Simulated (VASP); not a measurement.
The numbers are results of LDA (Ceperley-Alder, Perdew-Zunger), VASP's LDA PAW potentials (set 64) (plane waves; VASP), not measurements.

VASP ran on this input.

File POSCAR:
```
BaF2
1.0
  0.0000000000   2.9359024564   2.9359024564
  2.9359024564   0.0000000000   2.9359024564
  2.9359024564   2.9359024564   0.0000000000
Ba F
1 2
Cart
  0.0000000000   0.0000000000   0.0000000000
  1.4679512282   1.4679512282   1.4679512282
  4.4038536846   4.4038536846   4.4038536846
```

File KPOINTS:
```
Automatic
0
Gamma
 7 7 7
```

### INCAR
```
SYSTEM = BaF2
PREC = Accurate
ENCUT = 620
EDIFF = 1E-6
NELM = 100
ALGO = Normal
LREAL = .FALSE.
LASPH = .TRUE.
ISMEAR = 0
SIGMA = 0.05
LMAXMIX = 4
LWAVE = .FALSE.
LCHARG = .FALSE.
IBRION = 2
ISIF = 3
NSW = 40
EDIFFG = -0.02
PSTRESS = 200
```

POTCAR, in this order: Ba_sv F (LDA.64 set). Program: vasp_std.

Output of the run:

OSZICAR:
```
       N       E                     dE             d eps       ncg     rms          rms(c)
DAV:   1     0.172423046813E+03    0.17242E+03   -0.15303E+04   640   0.166E+03
DAV:   2    -0.138215470484E+02   -0.18624E+03   -0.17987E+03   824   0.321E+02
DAV:   3    -0.200464476757E+02   -0.62249E+01   -0.62174E+01   824   0.669E+01
DAV:   4    -0.201551307335E+02   -0.10868E+00   -0.10864E+00   824   0.798E+00
DAV:   5    -0.201602513446E+02   -0.51206E-02   -0.51206E-02   912   0.109E+00    0.994E+00
DAV:   6    -0.185191889799E+02    0.16411E+01   -0.84035E+00   640   0.261E+01    0.586E+00
DAV:   7    -0.184858416748E+02    0.33347E-01   -0.42659E-01   768   0.569E+00    0.310E+00
DAV:   8    -0.184567332315E+02    0.29108E-01   -0.65859E-02   760   0.277E+00    0.395E-01
DAV:   9    -0.184554972128E+02    0.12360E-02   -0.21833E-02   720   0.108E+00    0.115E-01
DAV:  10    -0.184561410675E+02   -0.64385E-03   -0.26050E-03   672   0.410E-01    0.814E-02
DAV:  11    -0.184560937391E+02    0.47328E-04   -0.48998E-04   824   0.180E-01    0.182E-02
DAV:  12    -0.184560963122E+02   -0.25731E-05   -0.12706E-05   720   0.300E-02    0.140E-02
DAV:  13    -0.184560943667E+02    0.19455E-05   -0.13232E-05   784   0.273E-02    0.649E-04
DAV:  14    -0.184560943790E+02   -0.12309E-07   -0.17860E-07   368   0.408E-03
   1 F= -.12138172E+02 E0= -.12138172E+02  d E =-.121382E+02
       N       E                     dE             d eps       ncg     rms          rms(c)
DAV:   1    -0.227762508813E+02   -0.43202E+01   -0.11834E+02   648   0.103E+02    0.210E+01
DAV:   2    -0.179681026052E+02    0.48081E+01   -0.28075E+01   640   0.431E+01    0.343E+00
DAV:   3    -0.175785242437E+02    0.38958E+00   -0.10854E+00   816   0.117E+01    0.192E+00
DAV:   4    -0.174788660734E+02    0.99658E-01   -0.46767E-01   832   0.617E+00    0.632E-01
DAV:   5    -0.174846506822E+02   -0.57846E-02   -0.70880E-02   768   0.176E+00    0.419E-01
DAV:   6    -0.174877590702E+02   -0.31084E-02   -0.90481E-03   768   0.934E-01    0.133E-01
DAV:   7    -0.174881688433E+02   -0.40977E-03   -0.18751E-03   984   0.410E-01    0.506E-02
DAV:   8    -0.174881760642E+02   -0.72210E-05   -0.25556E-04   760   0.113E-01    0.228E-02
DAV:   9    -0.174881762918E+02   -0.22755E-06   -0.17019E-05   816   0.358E-02    0.981E-03
DAV:  10    -0.174881753644E+02    0.92737E-06   -0.36992E-06   656   0.163E-02
   2 F= -.12083747E+02 E0= -.12083747E+02  d E =0.544253E-01
       N       E                     dE             d eps       ncg     rms          rms(c)
DAV:   1    -0.195770740396E+02   -0.20889E+01   -0.32264E+01   640   0.525E+01    0.104E+01
DAV:   2    -0.182639106947E+02    0.13132E+01   -0.66859E+00   640   0.216E+01    0.177E+00
DAV:   3    -0.181616354377E+02    0.10228E+00   -0.20724E-01   664   0.457E+00    0.108E+00
DAV:   4    -0.181365029293E+02    0.25133E-01   -0.16231E-01   928   0.290E+00    0.298E-01
DAV:   5    -0.181368813457E+02   -0.37842E-03   -0.55778E-03   648   0.652E-01    0.189E-01
DAV:   6    -0.181379194432E+02   -0.10381E-02   -0.24593E-03   784   0.477E-01    0.117E-01
DAV:   7    -0.181378292740E+02    0.90169E-04   -0.70387E-04   672   0.243E-01    0.244E-02
DAV:   8    -0.181378329339E+02   -0.36599E-05   -0.31137E-05   824   0.498E-02    0.263E-03
DAV:   9    -0.181378329782E+02   -0.44362E-07   -0.18616E-06   528   0.116E-02
   3 F= -.12256086E+02 E0= -.12256086E+02  d E =-.117914E+00
       N       E                     dE             d eps       ncg     rms          rms(c)
DAV:   1    -0.181298058046E+02    0.80271E-02   -0.98604E-03   640   0.924E-01    0.182E-01
DAV:   2    -0.181294007046E+02    0.40510E-03   -0.22506E-03   640   0.387E-01    0.290E-02
DAV:   3    -0.181293689731E+02    0.31732E-04   -0.71104E-05   704   0.879E-02    0.181E-02
DAV:   4    -0.181293610288E+02    0.79443E-05   -0.50105E-05   936   0.528E-02    0.546E-03
DAV:   5    -0.181293611595E+02   -0.13067E-06   -0.20277E-06   504   0.115E-02
   4 F= -.12256126E+02 E0= -.12256126E+02  d E =-.117954E+00
```

File OUTCAR:
```
------------------------ aborting loop because EDIFF is reached ----------------------------------------
  FORCE on cell =-STRESS in cart. coord.  units (eV):
  Direction    XX          YY          ZZ          XY          YZ          ZX
  --------------------------------------------------------------------------------------
  Total        5.8815870      5.8815870      5.8815870     -0.0000000     -0.0000000     -0.0000000
  in kB      200.2844054    200.2844054    200.2844054     -0.0000000     -0.0000000     -0.0000000
  external PRESSURE =       0.2844054 kB  Pullay stress =     200.0000000 kB
  volume of cell :       47.05
      direct lattice vectors                 reciprocal lattice vectors
    -0.000000000  2.865338869  2.865338869    -0.174499430  0.174499430  0.174499430
     2.865338869 -0.000000000  2.865338869     0.174499430 -0.174499430  0.174499430
     2.865338869  2.865338869  0.000000000     0.174499430  0.174499430 -0.174499430
 POSITION                                       TOTAL-FORCE (eV/Angst)
 -----------------------------------------------------------------------------------
      0.00000      0.00000      0.00000         0.000000     -0.000000      0.000000
      1.43267      1.43267      1.43267         0.000000      0.000000     -0.000000
      4.29801      4.29801      4.29801        -0.000000      0.000000     -0.000000
 -----------------------------------------------------------------------------------
    total drift:                                0.000000      0.000000      0.000000
  FREE ENERGIE OF THE ION-ELECTRON SYSTEM (eV)
  ---------------------------------------------------
  free  energy   TOTEN  =       -18.1293611595 eV

  energy  without entropy=      -18.1293611595  energy(sigma->0) =      -18.12936116
  enthalpy is  TOTEN    =       -12.2561261045 eV   P V=        5.8732350550

 reached required accuracy - stopping structural energy minimisation
```
(Selected blocks of OUTCAR.)

CONTCAR:
```
BaF2
   1.00000000000000
    -0.0000000000000000    2.8653388688379025    2.8653388688379025
     2.8653388688379025   -0.0000000000000000    2.8653388688379025
     2.8653388688379025    2.8653388688379025    0.0000000000000000
  Ba              F
     1     2
Direct
     0.0000000000000000    0.0000000000000000    0.0000000000000000
     0.2500000000000000    0.2500000000000000    0.2500000000000000
     0.7500000000000000    0.7500000000000000    0.7500000000000000
```

Energy and stress use the plane-wave basis of the starting cell.

The compound is BaF2 in the fluorite structure. This run relaxes it under an external pressure of 20 GPa. Symmetry was kept, so distortions that lower it aren't found.
